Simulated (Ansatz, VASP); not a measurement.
One calculation of KF, two programs

The input INCAR:

```
PREC     = Accurate       # precision mode
ENCUT    = 520            # plane-wave cutoff, eV
EDIFF    = 1E-6           # SCF threshold, eV
ISMEAR   = 0              # smearing method
SIGMA    = 0.05           # smearing width, eV
LREAL    = F              # projectors in reciprocal space
LASPH    = T              # aspherical terms in the spheres
NELM     = 80             # most SCF steps
ALGO     = Normal         # electronic algorithm
ISIF     = 2              # what is computed and relaxed
LWAVE    = F              # write WAVECAR
LCHARG   = T              # write CHGCAR
LELF     = T              # ELF
LVHAR    = T            
NBANDS   = 15             # bands
```

File KPOINTS:

```
regular mesh
0
Gamma
  8 8 8
```

POSCAR

```
KF
1.0
    3.2589550000      0.0000000000      0.0000000000
    0.0000000000      3.2589550000      0.0000000000
    0.0000000000      0.0000000000      3.2589550000
K F
1 1
Direct
    0.0000000000      0.0000000000      0.0000000000
    0.5000000000      0.5000000000      0.5000000000
```

Input for Ansatz:

```yaml
crystal:
  lattice:
    - [3.258955, 0.0, 0.0]
    - [0.0, 3.258955, 0.0]
    - [0.0, 0.0, 3.258955]
  atoms:
    - { symbol: K, position: [0.0, 0.0, 0.0] }
    - { symbol: F, position: [0.5, 0.5, 0.5] }
basis:
  ecutwfc: 420
kpoints:
  mp_grid: { grid: [8, 8, 8] }
hamiltonian:
  xc: lda
scf:
  occupations: { method: gaussian, width: 0.05 }
output:
  forces: true
  stress: true
  eigenvalues: true
  write_density: true
  write_potential: true
  elf: true
  volumetric_format: npy
```

The cell comes from a database or a generator and needn't be the stable form of this composition.

Alike in both runs: task single point; functional LDA; k mesh 8 × 8 × 8; occupations gaussian, width 0.05 eV; no spin polarisation.

|  | VASP | Ansatz |
| --- | --- | --- |
| version | VASP 6.6.1 | Ansatz 0.2.0 |
| potentials or method | VASP PAW LDA potentials, release 64 (K_sv, F) | scalar-relativistic, plane waves, PAW |
| plane-wave cutoff (eV) | 520 | 420 |
| valence electrons in the cell | 16 | 16 |

```csv
,VASP,Ansatz,Ansatz less VASP
gap on the k mesh at the Fermi level (eV),5.91,5.93,+0.015
least direct gap on the mesh (eV),5.96,5.98,+0.014
pressure (GPa),-5.7,-5.8,-0.08
```

A k mesh can miss the band edges. LDA gaps usually lie below the measured ones, often by a third to a half.
